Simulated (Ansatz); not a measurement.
**Deforming Nb**

```xyz
1
Lattice="-1.6640 1.6640 1.6640 1.6640 -1.6640 1.6640 1.6640 1.6640 -1.6640" Properties=species:S:1:pos:R:3 pbc="T T T"
Nb    0.0000    0.0000    0.0000
```

The cell is COD entry 4111969, as deposited and not checked against the literature; nothing was relaxed. It differs from other determinations.

All numbers below come from DFT, PBE, all-electron LAPW, scalar-relativistic in Ansatz 0.2.0.

Sampling and basis: a Γ-centred 15×15×15 k mesh, Fermi–Dirac smearing of 0.03 eV, basis error target 1 meV/atom, no spin polarisation.

The unchanged cell is at -2.49 GPa.

In a metal, stresses and small energies carry noise from the k mesh.

x, y and z are the Cartesian axes of the cell as listed; fractional coordinates follow a strain, and an engineering shear is twice the off-diagonal strain component.

With equal xy, yz and zx engineering shear strains of -3 %: energy change +2 meV/atom; stress change (xx, yy, zz, yz, xz, xy) 0.20, 0.20, 0.20, 0.35, 0.35, 0.35 GPa, compression positive.

With this change (z strained by -1.5 % at fixed volume), what becomes of the energy and stress?

Energy change +2 meV/atom; stress change (xx, yy, zz, yz, xz, xy) -0.74, -0.74, 1.60, 0.00, 0.00, 0.00 GPa, compression positive.
